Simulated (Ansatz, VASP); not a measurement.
# GaN in two plane-wave programs, part 2 of 2

One calculation is typed for both programs; each brings its own data sets and cutoff. How far apart do they land?

VASP 6.6.1 and Ansatz 0.2.0.

So far: Set-up; VASP: G0W0 gap, PBE.

## Step 3: Ansatz: G0W0 gap, PBE

Level of this step: Ansatz beside VASP: Kohn-Sham DFT, plane waves, PBE, G0W0 (Ansatz).

Ansatz runs on its default PAW (the set named soft_2) files.

The same cell, functional and mesh now go to Ansatz, which takes its cutoff from its data sets.

The input, input.yaml:

```yaml
crystal:
  lattice:
    - [0.0, 2.2535006075, 2.2535006075]
    - [2.2535006075, 0.0, 2.2535006075]
    - [2.2535006075, 2.2535006075, 0.0]
  atoms:
    - { symbol: Ga, position: [0.0, 0.0, 0.0] }
    - { symbol: "N", position: [0.75, 0.75, 0.75] }
hamiltonian:
  xc: pbe
  pseudopotentials: { kind: paw }
kpoints:
  mp_grid: { grid: [4, 4, 4] }
scf:
  occupations: { method: fixed }
gw:
  n_empty_bands: 47
  ecut_chi: 100.0
  qp_bands: [v2, c2]
  qp_kpoints: band_edges
  screening: { model: contour_deformation }
```

The run is started by

```sh
> ansatz run input.yaml --threads 4 --pin off --max-ram 9216MiB --backend cpu --events-out ev --progress --plain --runs-dir out
```

Numbers of over 12 decimals in the logs are rounded to 6 here.

Log:

```text
Engine: ansatz 0.2.0, aarch64-unknown-linux-gnu
Pseudopotentials: kind: paw
Pseudopotential: Ga, paw, valence charge 13, recommended cutoff 420 eV (normal), Ga.paw.azcp
Pseudopotential: N, paw, valence charge 5, recommended cutoff 420 eV (normal), N.paw.azcp
Functional definition: PBE
  parameter kappa = 0.804
  parameter beta = 0.066725
  exchange = pbe_x(kappa = kappa, mu = beta*pi^2/3)
  correlation = pbe_c(beta = beta)
Crystal: 2 atoms, lattice volume = 22.888 Å³
Basis set: ecut = 420 eV, 459 PW (Γ)
Bands: 13, of which v1, the nominal top of the filled ones, is band 9 counted from 1 (8 counted from 0)
Symmetry: 24 space group operations
Space group: F-43m (ITA 216), of the structure as read, at distance tolerance 2.8e-5 Å
k-points: 8 of 64 (time reversal used)
Non-local potential: Ga, projectors of the file, l = 0: 2, l = 1: 2, l = 2: 3, l = 3: 1
Non-local potential: N, projectors of the file, l = 0: 2, l = 1: 2, l = 2: 1
PAW form: soft (Blöchl's): semilocal exchange-correlation on the pseudo side does not see the compensation charge
PAW one-centre angular grid: Ga, 590 points (default); XC on 64 Gauss nodes
PAW one-centre angular grid: N, 110 points (default); XC on 64 Gauss nodes
Initial density: superposition of atomic densities (neutral atoms: chi_scale 0, normalization atom), corrected by the library's trained network
Initial wavefunctions: pseudopotential atomic-orbital guess
Functional: x = pbe(κ = 0.804, μ = 0.219515), c = pbe(β = 0.066725)
SCF iter   1: F=—  HF=-4167.834799 eV  |F-HF|=—  |Δ(HF+E_count)|=         —  Δρ=2.75e-3  dr2=1.90e-3  ethr=1.77e-3  ⟨swp⟩=4.2  Hψ=484  notcnv=0  defer=14
preconditioner: auto → none  [insulator: Δε(μ)=1.714 eV  Ē_g=18.760 eV  n_scr=8 (ndim 8)  ℏωp=32.9 eV  f_vac=0.001  ε∞_Penn≈4.1]
SCF iter   2: F=—  HF=-4167.834719 eV  |F-HF|=—  |Δ(HF+E_count)|=   8.06e-5  Δρ=1.60e-3  dr2=4.32e-4  ethr=1.06e-5  ⟨swp⟩=2.1  Hψ=229  notcnv=0  defer=14
SCF iter   3: F=—  HF=-4167.834636 eV  |F-HF|=—  |Δ(HF+E_count)|=   8.22e-5  Δρ=4.22e-4  dr2=1.91e-5  ethr=2.40e-6  ⟨swp⟩=2.0  Hψ=139  notcnv=0  defer=14
SCF iter   4: F=—  HF=-4167.834678 eV  |F-HF|=—  |Δ(HF+E_count)|=   4.15e-5  Δρ=1.70e-4  dr2=3.09e-6  ethr=1.06e-7  ⟨swp⟩=2.0  Hψ=179  notcnv=0  defer=11
SCF iter   5: F=—  HF=-4167.834676 eV  |F-HF|=—  |Δ(HF+E_count)|=   1.98e-6  Δρ=3.70e-5  dr2=1.27e-7  ethr=1.72e-8  ⟨swp⟩=2.0  Hψ=176  notcnv=0  defer=11
SCF iter   6: F=-4167.834676 eV  HF=-4167.834676 eV  |F-HF|=5.06e-9  |Δ(HF+E_count)|=   1.46e-8  Δρ=6.38e-6  dr2=4.71e-9  ethr=5.56e-10  ⟨swp⟩=4.0  Hψ=338  notcnv=0
SCF 1 converged in 6 iterations: F = -4167.834676 eV  dr2 = 4.71e-9
  greatest PAW one-centre occupation: 0.995 electrons in one spin orbital (limit 2), on the Ga atom at site 0 (counted from 0), in its partial waves of l = 2
NSCF: frozen V_eff on 8 k-points
G₀W₀ screening: q 1/8
G₀W₀ screening: q 2/8 (q-point 5)
G₀W₀ screening: q 3/8 (q-point 6)
G₀W₀ screening: q 4/8 (q-point 2)
G₀W₀ screening: q 5/8 (q-point 4)
G₀W₀ screening: q 6/8 (q-point 8)
G₀W₀ screening: q 7/8 (q-point 3)
G₀W₀ screening: q 8/8 (q-point 7)
G₀W₀ self-energy: k 1/6
G₀W₀ self-energy: k 2/6
G₀W₀ self-energy: k 3/6
G₀W₀ self-energy: k 4/6
G₀W₀ self-energy: k 5/6
G₀W₀ self-energy: k 6/6
NSCF: frozen V_eff on 1 k-points
SCF converged after 6 iterations
Free energy (F): -4167.834676 eV
Harris-Foulkes:  -4167.834676 eV  (|F-HF|=5.06e-9)
Internal energy: -4167.834676 eV  (E = F + TS)
E sigma→0 (E₀):  -4167.834676 eV
Fermi energy:    9.697519 eV
--- Per-component energies (eV) ---
  E_band       = -5.314052
  E_kinetic    = 247.398353
  E_local      = -1950.432608  (includes V_loc(G=0)·N_el)
  E_nonlocal   = 474.376282
  E_hartree    = 897.503678
  E_xc         = -128.770503
  E_vxc        = -134.107721  (∫ρ·V_xc dr)
  E_paw        = -2120.475064  (= ΣΔE_a)
  E_vpaw       = -437.554212  (= ΣTr[D̂ρ^β])
  E_aug_tail   = 0.000139  (compensation charges beyond the density's cutoff)
  E_ewald      = -1587.434954
  E_smearing   = -0.000000  (= −TS)
  E_closure    = 0.000000  (closes the sum)
  Σ components = -4167.834676   (vs F -4167.834676, Δ=0.00e0)
--- Band table (eV; the first three rows and the last of 8) ---
  k-point 0: bands = [... 5 lower, -3.5230, 9.6975, 9.6975, 9.6975, 11.3947, 19.9658, 19.9658, 19.9658]
  k-point 1: bands = [... 5 lower, -3.4622, 5.8250, 9.1748, 9.1748, 13.7365, 18.4557, 20.4213, 20.4213]
  k-point 2: bands = [... 5 lower, -2.2429, 2.6365, 8.7266, 8.7266, 14.3065, 18.4075, 20.0187, 20.0187]
  k-point 7: bands = [... 5 lower, -1.5229, 3.9793, 5.9900, 6.0431, 15.8944, 18.0669, 19.9257, 20.7916]
--- G₀W₀: contour deformation, 6 samples at zero and on the imaginary axis and 2 off it, 64 q-points, 47 empty bands' worth ---
  eigenvalues of the whole cell's RPA ε∞ on this k-mesh (on a slab, of 1 + 4πα/V) = 9.8368, 9.8368, 9.8368; static W/v taken at q = 0 is 0.101659
  gw.qp_kpoints: band_edges: 6 of 8 stored k-points solved, in 1 pass; an edge of the gap read off the rows below is read off those points alone
    valence top: of the k-points left out ik 4 came nearest to being solved in a further pass, in band 9 (counted from 1, as in the quasiparticle table): it holds the edge there only if its correction is more favourable than any solved in that band by at least 1.915 eV; those differ by 0.237 eV
    conduction bottom: of the k-points left out ik 4 came nearest to being solved in a further pass, in band 10 (counted from 1, as in the quasiparticle table): it holds the edge there only if its correction is more favourable than any solved in that band by at least 3.219 eV; those differ by 0.777 eV
    ik  band        ε_KS         Σx   Σc(E_QP)       V_xc       Z   E_QP_lin       E_QP  E_QP is
     0     8      9.6975   -24.0750     3.5001   -20.2507  0.7501     9.3705     9.3734  root
     0     9      9.6975   -24.0750     3.5001   -20.2507  0.7501     9.3705     9.3734  root
     0    10     11.3947   -11.1287    -3.9457   -15.7040  0.7795    12.0364    12.0243  root
     0    11     19.9658    -7.8064    -5.3445   -13.8845  0.7762    20.7199    20.6994  root
     1     8      9.1748   -23.4657     3.5716   -19.5196  0.7489     8.7963     8.8004  root
     1     9      9.1748   -23.4657     3.5716   -19.5196  0.7489     8.7963     8.8004  root
     1    10     13.7365   -10.7591    -4.3533   -15.8646  0.7739    14.5084    14.4888  root
     1    11     18.4557    -8.6871    -5.3279   -14.8158  0.7594    19.2821    19.2566  root
     2     8      8.7266   -22.9834     3.6596   -18.9122  0.7471     8.3099     8.3149  root
     2     9      8.7266   -22.9834     3.6596   -18.9122  0.7471     8.3099     8.3149  root
     2    10     14.3065    -9.9543    -4.5929   -15.2620  0.7848    15.0389    15.0214  root
     2    11     18.4075    -8.9713    -5.7062   -15.5038  0.7316    19.2637    19.2338  root
     3     8      8.2038   -22.5189     3.7173   -18.3189  0.7457     7.7137     7.7211  root
     3     9      8.2038   -22.5189     3.7173   -18.3189  0.7457     7.7137     7.7211  root
     3    10     14.2507   -10.0286    -4.3171   -14.9887  0.7723    14.9072    14.8937  root
     3    11     17.0635    -9.3163    -5.0209   -15.1608  0.7815    17.9133    17.8870  root
     5     8      6.4190   -21.2212     3.9454   -16.6445  0.7354     5.7724     5.7878  root
     5     9      8.6655   -22.8903     3.6417   -18.8300  0.7472     8.2416     8.2469  root
     5    10     16.1400   -10.7744    -5.0536   -16.7972  0.7601    17.1503    17.1091  root
     5    11     17.1835    -8.3938    -4.9210   -13.8520  0.7696    17.7307    17.7206  root
     6     8      6.9850   -21.2951     3.9484   -16.7851  0.7378     6.4124     6.4234  root
     6     9      6.9850   -21.2951     3.9484   -16.7851  0.7378     6.4124     6.4234  root
     6    10     13.0136    -8.5388    -4.0635   -12.7948  0.7951    13.2071    13.2061  root
     6    11     16.3315    -9.7879    -4.7811   -15.3325  0.7854    17.1161    17.0950  root
```

Run time: 1.3 s. Hardware: 4 threads of Arm Neoverse V2, shared host; peak memory 0.35 GiB; 3.8 s of CPU time.

In the SCF lines HF is the Harris–Foulkes energy and dr2 the Hartree energy of the density residual, in eV; the loop may stop once dr2 is under the threshold and the program's other checks hold. Hψ counts applications of the Hamiltonian.

## Step 4: Comparison

Known differences besides the potentials themselves: the two programs' PAW sets differ in cores and partial waves; the cutoff is 420 eV in Ansatz and 450 eV in VASP; VASP leaves aspherical gradient terms in its spheres out (LASPH is not set), Ansatz keeps them; Ansatz integrates over frequency by contour deformation, VASP on a grid of NOMEGA points. Total energies have different zeros and are not compared.

Both answers:

| quantity | Ansatz | VASP | difference |
| --- | --- | --- | --- |
| G0W0 gap on the mesh (eV) | 2.67 | 2.72 | -0.05 |
| PBE gap under it (eV) | 1.70 | 1.70 | -0.01 |

## Step 5: Outcome

| Quantity | Value |
| --- | --- |
| difference in G0W0 gap on the mesh (G0W0 gap, PBE) | -0.050 eV |

What this shows: The difference in G0W0 gap on the mesh is -0.050 eV (G0W0 gap, PBE), within the 0.15 eV picked in this series as the mark of a large difference. How closely two codes agree says nothing of how well the functional describes the real material.

[Lines on the potential files, build, host, timing and source positions are cut from VASP's logs without a mark.]

[Logs are printed without paths, hosts, clocks, repeated set-up lines and the standing remarks that a program may print on its own settings, such as how far it seeks lower states.]

[Hosts, paths, dates, database ids (printed as entryN), source tags and the programs' standing remarks are cut or masked in the printed files.]
